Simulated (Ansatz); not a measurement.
## A convergence test on BeTe (F-43m): wavefunction cutoff

Aim: see how gap, energy and time of BeTe (F-43m) follow the wavefunction cutoff.

Method: DFT, PBE, plane waves, PAW; PAW set soft_1, in Ansatz 0.2.0.

## (1) Starting point

Symmetry: F-43m, No. 216, cubic system. Conventional cell: a = 5.663 Å, b = 5.663 Å, c = 5.663 Å, α = 90.00°, β = 90.00°, γ = 90.00°. Be has 4 Te at 2.45 Å nearest. Nearest to Te lie 4 Be at 2.45 Å. Farther neighbours and most contacts between anions are not listed.

The cell and positions are those that the Materials Project relaxed with its own functionals (PBE, PBE+U or r2SCAN), kept fixed. Spin-orbit coupling is left out unless a step names it.

## (2) Wavefunction cutoff: 190 eV

Input file input.yaml:

```yaml
crystal:
  lattice:
    - [0.0, 2.8314587876, 2.8314587876]
    - [2.8314587876, 0.0, 2.8314587876]
    - [2.8314587876, 2.8314587876, 0.0]
  atoms:
    - { symbol: Be, position: [0.0, 0.0, 0.0] }
    - { symbol: Te, position: [0.75, 0.75, 0.75] }
kpoints:
  mp_grid: { grid: [8, 8, 8] }
  band_path:
    path:
      - [0.0, 0.0, 0.0]
      - [-0.5, -0.5, 0.0]
      - [-0.375, -0.375, 0.25]
      - [-0.375, 0.0, 0.375]
      - [0.0, 0.0, 0.5]
      - [-0.5, -0.25, 0.25]
    npoints: 1
hamiltonian:
  xc: pbe
  pseudopotentials: { kind: paw, azcp: { folder: soft_1 } }
scf:
  occupations: { method: fermi_dirac, width: 0.02 }
  n_extra_bands: 4
  max_iter: 80
output:
  eigenvalues: true
basis:
  ecutwfc: 190.0
```

Started as:

```sh
> ansatz run input.yaml --threads 3 --pin off --max-ram 92160MiB --backend cuda --events-out ev --progress --plain --runs-dir out --devices 1 --max-vram 13GiB
```

Numbers of over 12 decimals in the logs are rounded to 6 here.

The program printed:

```text
Warning: basis.ecutwfc = 190 eV is below the records' recommended 420 eV, and the density's cutoff is lower with it unless basis.ecutrho_ratio is high enough to keep the records' density cutoff: compare with a run at a higher cutoff
scf.n_extra_bands = 4 over 9 filled bands (N_el = 18.0): the run solves 13 bands
GPUs: using 1 of 1 available (devices: 1).
Engine: ansatz 0.2.0, x86_64-unknown-linux-gnu
Pseudopotentials: kind: paw
Pseudopotential: Be, paw, valence charge 2, recommended cutoff 420 eV (normal), soft_1/Be.paw.azcp
Pseudopotential: Te, paw, valence charge 16, recommended cutoff 420 eV (normal), soft_1/Te.paw.azcp
Functional definition: PBE
  parameter kappa = 0.804
  parameter beta = 0.066725
  exchange = pbe_x(kappa = kappa, mu = beta*pi^2/3)
  correlation = pbe_c(beta = beta)
device memory: the entry about to start is reckoned to put 0.6 GiB on a device that reports 56.3 GiB free (of which the cap on the GPU budget leaves the run 13.0 GiB)
GPU FFT provider: cuFFT
GPU libraries: cuBLAS 13.8.2, cuFFT 12.4.0, cuSOLVER 12.3.4
Crystal: 2 atoms, lattice volume = 45.401 Å³
Basis set: ecut = 190 eV, 283 PW (Γ)
Bands: 13, of which v1, the nominal top of the filled ones, is band 9 counted from 1 (8 counted from 0)
Symmetry: 24 space group operations
Space group: F-43m (ITA 216), of the structure as read, at distance tolerance 3.6e-5 Å
k-points: 29 of 512 (time reversal used)
Non-local potential: Be, projectors of the file, l = 0: 2, l = 1: 2, l = 2: 1
Non-local potential: Te, projectors of the file, l = 0: 2, l = 1: 2, l = 2: 2, l = 3: 1
PAW form: soft (Blöchl's): semilocal exchange-correlation on the pseudo side does not see the compensation charge
PAW one-centre angular grid: Be, 110 points (default); XC on 64 Gauss nodes
PAW one-centre angular grid: Te, 590 points (default); XC on 64 Gauss nodes
Initial density: superposition of atomic densities (chi_scale 0.1, normalization cell, long waves kept (reshape's long-wave potential 0.00 eV rms))
Initial wavefunctions: pseudopotential atomic-orbital guess
GPU buffer pool allocated for 8000 grid points (all kernels)
GPU transforms: local potential and band sums: pruned to the plane-wave sphere, on 18×18×18
Functional: x = pbe(κ = 0.804, μ = 0.219515), c = pbe(β = 0.066725)
SCF iter   1: F=—  HF=-7064.370107 eV  |F-HF|=—  |Δ(HF+E_count)|=         —  Δρ=5.08e-2  dr2=1.06e0  ethr=3.10e-3  ⟨swp⟩=5.8  Hψ=2275  notcnv=0
preconditioner: auto → none  [insulator: Δε(μ)=1.863 eV  Ē_g=10.179 eV  σ=0.020 eV  W_gap=1.00  n_scr=14 (ndim 8)  ℏωp=15.6 eV  f_vac=0.000  D(μ)=0.00/eV (n_scr^D=0)  ε∞_Penn≈3.3]
SCF iter   2: F=—  HF=-7063.514495 eV  |F-HF|=—  |Δ(HF+E_count)|=   8.56e-1  Δρ=1.58e-2  dr2=1.21e-1  ethr=3.10e-3  ⟨swp⟩=2.4  Hψ=1004  notcnv=0
SCF iter   3: F=—  HF=-7063.454692 eV  |F-HF|=—  |Δ(HF+E_count)|=   5.98e-2  Δρ=3.61e-3  dr2=6.22e-3  ethr=6.71e-4  ⟨swp⟩=3.0  Hψ=754  notcnv=0
SCF iter   4: F=—  HF=-7063.451572 eV  |F-HF|=—  |Δ(HF+E_count)|=   3.12e-3  Δρ=7.33e-4  dr2=1.14e-4  ethr=3.46e-5  ⟨swp⟩=2.4  Hψ=770  notcnv=0
SCF iter   5: F=—  HF=-7063.451703 eV  |F-HF|=—  |Δ(HF+E_count)|=   1.31e-4  Δρ=1.02e-4  dr2=2.32e-6  ethr=6.35e-7  ⟨swp⟩=2.4  Hψ=485  notcnv=0
SCF iter   6: F=—  HF=-7063.451757 eV  |F-HF|=—  |Δ(HF+E_count)|=   5.40e-5  Δρ=6.37e-6  dr2=1.36e-8  ethr=5.56e-10  ⟨swp⟩=4.9  Hψ=1402  notcnv=0
SCF iter   7: F=-7063.451757 eV  HF=-7063.451757 eV  |F-HF|=1.92e-10  |Δ(HF+E_count)|=   3.77e-8  Δρ=6.49e-7  dr2=3.22e-10  ethr=7.56e-11  ⟨swp⟩=1.0  Hψ=986  notcnv=0
SCF 1 converged in 7 iterations: F = -7063.451757 eV  dr2 = 3.22e-10
[...]
device memory: the entry about to start is reckoned to put 0.6 GiB on a device that reports 58.6 GiB free (of which the cap on the GPU budget leaves the run 13.0 GiB)
NSCF: frozen V_eff on 6 k-points
SCF converged after 7 iterations
Free energy (F): -7063.451757 eV
Harris-Foulkes:  -7063.451757 eV  (|F-HF|=1.92e-10)
Internal energy: -7063.451757 eV  (E = F + TS)
E sigma→0 (E₀):  -7063.451757 eV
Fermi energy:    8.179377 eV
--- Per-component energies (eV) ---
  E_band       = -291.217470
  E_kinetic    = 219.202499
  E_local      = -1741.104999  (includes V_loc(G=0)·N_el)
  E_nonlocal   = 62.376047
  E_hartree    = 853.704290
  E_xc         = -146.144119
  E_vxc        = -126.661427  (∫ρ·V_xc dr)
  E_paw        = -4730.649834  (= ΣΔE_a)
  E_vpaw       = -412.442857  (= ΣTr[D̂ρ^β])
  E_aug_tail   = 0.005572  (compensation charges beyond the density's cutoff)
  E_ewald      = -1580.841214
  E_smearing   = -0.000000  (= −TS)
  E_closure    = -0.000000  (closes the sum)
  Σ components = -7063.451757   (vs F -7063.451757, Δ=0.00e0)
--- Band table (eV; the first three rows and the last of 29) ---
  k-point 0: bands = [... 5 lower, -5.3282, 7.1483, 7.1483, 7.1483, 10.5924, 10.8930, 10.8930, 10.8930]
  k-point 1: bands = [... 5 lower, -5.1823, 5.8732, 6.9811, 6.9811, 10.6253, 11.2311, 11.2311, 12.0957]
  k-point 2: bands = [... 5 lower, -4.8066, 3.9025, 6.5563, 6.5563, 10.4063, 11.7542, 11.7542, 14.1178]
  k-point 28: bands = [... 5 lower, -3.6291, 2.7224, 3.6274, 4.0847, 12.5675, 12.6852, 12.8715, 13.5405]
```

Run time: 9.5 s. Hardware: 1 × NVIDIA H100 80GB HBM3 (shared by 6 runs) with 3 threads of AMD EPYC 7R13 (Zen 3), shared host; peak memory 0.88 GiB; 4 s of CPU time.

This step gave:

```yaml
gap: 2.062 eV
valence_top_at: Γ
conduction_bottom_at: X
least_direct_gap: 3.444 eV
```

The gap is indirect, with the least direct gap 1.38 eV higher.

## (3) Wavefunction cutoff: 290 eV

input.yaml, as its differences from that of step 2:

```diff
@@ -23,3 +23,3 @@
 scf:
-  occupations: { method: fermi_dirac, width: 0.02 }
+  occupations: { method: fixed }
   n_extra_bands: 4
@@ -29,2 +29,2 @@
 basis:
-  ecutwfc: 190.0
+  ecutwfc: 290.0
```

The program printed:

```text
[...]
GPUs: using 1 of 1 available (devices: 1).
[...]
GPU FFT provider: cuFFT
GPU libraries: cuBLAS 13.8.2, cuFFT 12.4.0, cuSOLVER 12.3.4
Crystal: 2 atoms, lattice volume = 45.401 Å³
Basis set: ecut = 290 eV, 531 PW (Γ)
Bands: 13, of which v1, the nominal top of the filled ones, is band 9 counted from 1 (8 counted from 0)
[... 1 set-up line as in the run before ...]
[...]
Fermi energy:    7.173508 eV
[...]
--- Band table (eV; the first three rows and the last of 29) ---
  k-point 0: bands = [... 5 lower, -5.0226, 7.1735, 7.1735, 7.1735, 10.8212, 10.8212, 10.8212, 10.8713]
  k-point 1: bands = [... 5 lower, -4.8788, 5.8838, 6.9469, 6.9469, 10.6978, 11.1571, 11.1571, 12.1978]
  k-point 2: bands = [... 5 lower, -4.4828, 3.9180, 6.5216, 6.5216, 10.4651, 11.6845, 11.6845, 14.1438]
  k-point 28: bands = [... 5 lower, -3.2192, 2.6712, 3.5763, 4.0539, 12.4773, 12.7162, 12.7763, 13.3215]
[key lines of the parts left out:]
SCF converged after 7 iterations
Free energy (F): -7073.443056 eV
```

Wall time 11 s (1 × NVIDIA H100 80GB HBM3 (shared by 6 runs) with 3 threads); peak memory 0.87 GiB; 5.4 s of CPU time.

This step gave:

| Property | Result |
| --- | --- |
| gap | 2.031 eV |
| valence top at | Γ |
| conduction bottom at | X |
| least direct gap | 3.648 eV |

The gap is 2.031 eV, −0.032 eV from the run before at this level.

## (4) Wavefunction cutoff: 420 eV (the default)

input.yaml, the sections that differ from step 3:

```yaml
kpoints:
  mp_grid: { grid: [8, 8, 8] }
  band_path:
    path:
      - [[0.0, 0.0, 0.0], [-0.5, -0.5, 0.0], [-0.375, -0.375, 0.25]]
      - [[-0.375, 0.0, 0.375], [0.0, 0.0, 0.0], [0.0, 0.0, 0.5], [-0.5, -0.25, 0.25], [-0.5, -0.5, 0.0]]
    npoints: 10
scf:
  occupations: { method: fermi_dirac, width: 0.02 }
  n_extra_bands: 4
output:
  eigenvalues: true
  write_density: true
  write_potential: true
  elf: true
  volumetric_format: npy
# crystal, hamiltonian: as in step 3
# basis: removed
```

The program printed:

```text
[...]
GPUs: using 1 of 1 available (devices: 1).
[...]
GPU FFT provider: cuFFT
GPU libraries: cuBLAS 13.8.2, cuFFT 12.4.0, cuSOLVER 12.3.4
Crystal: 2 atoms, lattice volume = 45.401 Å³
Basis set: ecut = 420 eV, 893 PW (Γ)
Bands: 13, of which v1, the nominal top of the filled ones, is band 9 counted from 1 (8 counted from 0)
[... 1 set-up line as in the run before ...]
[...]
Fermi energy:    8.188700 eV
[...]
--- Band table (eV; the first three rows and the last of 29) ---
  k-point 0: bands = [... 5 lower, -5.0150, 7.1755, 7.1755, 7.1755, 10.8163, 10.8163, 10.8163, 10.8800]
  k-point 1: bands = [... 5 lower, -4.8711, 5.8844, 6.9481, 6.9481, 10.6967, 11.1523, 11.1523, 12.1979]
  k-point 2: bands = [... 5 lower, -4.4752, 3.9177, 6.5213, 6.5213, 10.4636, 11.6781, 11.6781, 14.1330]
  k-point 28: bands = [... 5 lower, -3.2090, 2.6702, 3.5758, 4.0545, 12.4729, 12.7135, 12.7670, 13.3139]
[key lines of the parts left out:]
SCF converged after 7 iterations
Free energy (F): -7073.540101 eV
```

It took 9.4 s on 1 × NVIDIA H100 80GB HBM3 (shared by 6 runs) with 3 threads; peak memory 0.89 GiB; 5.2 s of CPU time.

Numbers from this step:

| Quantity | Value |
| --- | --- |
| gap | 2.026 eV |
| valence top at | Γ |
| conduction bottom at | X |
| least direct gap | 3.641 eV |

The gap is 2.026 eV, −0.004 eV from the run before at this level.

## (5) Wavefunction cutoff: 630 eV

input.yaml, the sections that differ from step 4:

```yaml
kpoints:
  mp_grid: { grid: [8, 8, 8] }
  band_path:
    path:
      - [0.0, 0.0, 0.0]
      - [-0.5, -0.5, 0.0]
      - [-0.375, -0.375, 0.25]
      - [-0.375, 0.0, 0.375]
      - [0.0, 0.0, 0.5]
      - [-0.5, -0.25, 0.25]
    npoints: 1
scf:
  occupations: { method: fixed }
  n_extra_bands: 4
  max_iter: 80
output:
  eigenvalues: true
basis:
  ecutwfc: 630.0
# crystal, hamiltonian: as in step 4
```

The program printed:

```text
[...]
GPUs: using 1 of 1 available (devices: 1).
[...]
GPU FFT provider: cuFFT
GPU libraries: cuBLAS 13.8.2, cuFFT 12.4.0, cuSOLVER 12.3.4
Crystal: 2 atoms, lattice volume = 45.401 Å³
Basis set: ecut = 630 eV, 1639 PW (Γ)
Bands: 13, of which v1, the nominal top of the filled ones, is band 9 counted from 1 (8 counted from 0)
[... 1 set-up line as in the run before ...]
[...]
Fermi energy:    7.175456 eV
[...]
--- Band table (eV; the first three rows and the last of 29) ---
  k-point 0: bands = [... 5 lower, -5.0151, 7.1755, 7.1755, 7.1755, 10.8159, 10.8159, 10.8159, 10.8796]
  k-point 1: bands = [... 5 lower, -4.8711, 5.8844, 6.9480, 6.9480, 10.6962, 11.1518, 11.1518, 12.1973]
  k-point 2: bands = [... 5 lower, -4.4752, 3.9176, 6.5212, 6.5212, 10.4631, 11.6776, 11.6776, 14.1318]
  k-point 28: bands = [... 5 lower, -3.2090, 2.6701, 3.5758, 4.0545, 12.4726, 12.7125, 12.7663, 13.3132]
[key lines of the parts left out:]
SCF converged after 7 iterations
Free energy (F): -7073.541131 eV
```

The job ended after 13 s (1 × NVIDIA H100 80GB HBM3 (shared by 6 runs) with 3 threads; peak memory 0.87 GiB; 9.1 s of CPU time).

Numbers from this step:

* gap: 2.026 eV
* valence top at: Γ
* conduction bottom at: X
* least direct gap: 3.640 eV

The gap is 2.026 eV, as in the run before at this level.

## (6) The series

Differences are against the last row; a negative gap means that bands overlap, and a run with a band path holds that path's time. Times are wall times on 1 × NVIDIA H100 80GB HBM3 (shared by 6 runs) with 3 threads of AMD EPYC 7R13 (Zen 3), shared host, good to a factor of about two.

| wavefunction cutoff | gap (eV) | direct gap (eV) | gap error (eV) | energy error (meV/atom) | irreducible k | time |
| --- | --- | --- | --- | --- | --- | --- |
| 190 eV | 2.062 | 3.444 | +0.036 | +5044.7 | 29 | 9.5 s |
| 290 eV | 2.031 | 3.648 | +0.004 | +49.0 | 29 | 11 s |
| 420 eV | 2.026 | 3.641 | +0.0002 | +0.5 | 29 | 9.4 s |
| 630 eV | 2.026 | 3.640 | +0.000 | +0.0 | 29 | 13 s |

## (7) Summary of results

```json
{
 "190 eV": "2.062 eV",
 "290 eV": "2.031 eV",
 "420 eV": "2.026 eV",
 "630 eV": "2.026 eV"
}
```

In words: The gap holds to 0.02 eV from 290 eV on. At 190 eV the gap is off by +0.036 eV and the energy by +5045 meV/atom.

[Paths, hosts, dates, memory and timing lines, banners, echoed tables and standing remarks are left out of the program output.]

[Logs are printed without paths, hosts, clocks, repeated set-up lines and the standing remarks that a program may print on its own settings, such as how far it seeks lower states.]

[Runs of the session that timed out or met a known fault of the program may be left out.]

[Cells called generated may have been cut or substituted from an entry of the Crystallography Open Database or the Materials Project.]

[Hosts, paths, dates, database ids (printed as entryN), source tags and the programs' standing remarks are cut or masked in the printed files.]
